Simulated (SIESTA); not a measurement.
KCl (Sylvite):

```
K Cl
1.0
     0.00000    3.14647    3.14647
     3.14647    0.00000    3.14647
     3.14647    3.14647    0.00000
K Cl
1 1
Cartesian
  0.0000 0.0000 0.0000
  3.1465 3.1465 3.1465
```

Base run:

| Quantity | Value |
| --- | --- |
| Program | SIESTA 5.4.2 |
| Functional | AM05 |
| Potentials or basis | PseudoDojo 0.4 standard (PBEsol files) |
| Basis | DZP (energy shift 0.003 Ry; two zetas on semicore shells; d shell added on K) |
| Grid cutoff | 800 Ry |
| Energy shift | 0.003 Ry |
| k mesh | 7 × 7 × 7 |
| Occupations | fermi-dirac, width 0.05 eV |
| Spin | no spin polarisation |

Its results: band gap on the k mesh 5.27 eV, direct; pressure 0.4 GPa.

Task: After a change of settings the same cell gave: band gap on the k mesh 5.07 eV, direct; pressure -0.5 GPa. Which change was it?
A. functional from AM05 to PBEsol
B. functional from AM05 to LDA; potentials or basis from PseudoDojo 0.4 standard (PBEsol files) to PseudoDojo 0.4 standard (LDA files)
C. functional from AM05 to BLYP; potentials or basis from PseudoDojo 0.4 standard (PBEsol files) to PseudoDojo 0.4 standard (PBE files)
D. functional from AM05 to vdW-DF-cx; potentials or basis from PseudoDojo 0.4 standard (PBEsol files) to PseudoDojo 0.4 standard (PBE files)

Result: A.

Caveats: the basis of atomic orbitals isn't converged, which shifts pressures, moduli and gaps; the potentials were made for another functional, which shifts forces and pressure (some runs).

Not every run made on this cell is shown here.
